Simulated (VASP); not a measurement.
Ti:

```
CELL_PARAMETERS angstrom
-1.64100 1.64100 1.64100
1.64100 -1.64100 1.64100
1.64100 1.64100 -1.64100
ATOMIC_POSITIONS crystal
Ti 0.00000 0.00000 0.00000
```

This isn't the form of Ti at room conditions, which is hcp.

```yaml
Program: VASP 6.6.1
Task: relaxation of cell and atoms
Functional: r2SCAN
Potentials_or_basis: VASP PAW PBE potentials, release 64 (Ti_sv)
Cutoff: 600 eV
k_mesh: 16 × 16 × 16
Occupations: methfessel-paxton, width 0.1 eV
Spin: no spin polarisation
```

At the start: pressure -2.5 GPa; volume 17.68 Å³/atom.

Q: Where does the relaxation end?

A: Over 3 steps the energy falls by 3.5 meV/atom and the volume is 17.24 Å³/atom (-2.4 %); space group Im-3m (No. 229, to 0.05 Å).

Step by step:
| step | energy change (eV) | largest force (eV/Å) | pressure (GPa) | volume (Å³) |
| --- | --- | --- | --- | --- |
| 1 | 0.0000 | 0.0000 | -2.54 | 17.68 |
| 2 | -0.0020 | 0.0000 | 1.78 | 16.97 |
| 3 | -0.0035 | 0.0000 | -0.02 | 17.24 |

Final structure:
```xyz
1
Lattice="-1.6275 1.6275 1.6275 1.6275 -1.6275 1.6275 1.6275 1.6275 -1.6275" Properties=species:S:1:pos:R:3 pbc="T T T"
Ti    0.0000    0.0000    0.0000
```

Caveat: the PAW data sets were made with another functional, which shifts forces and pressure a little.
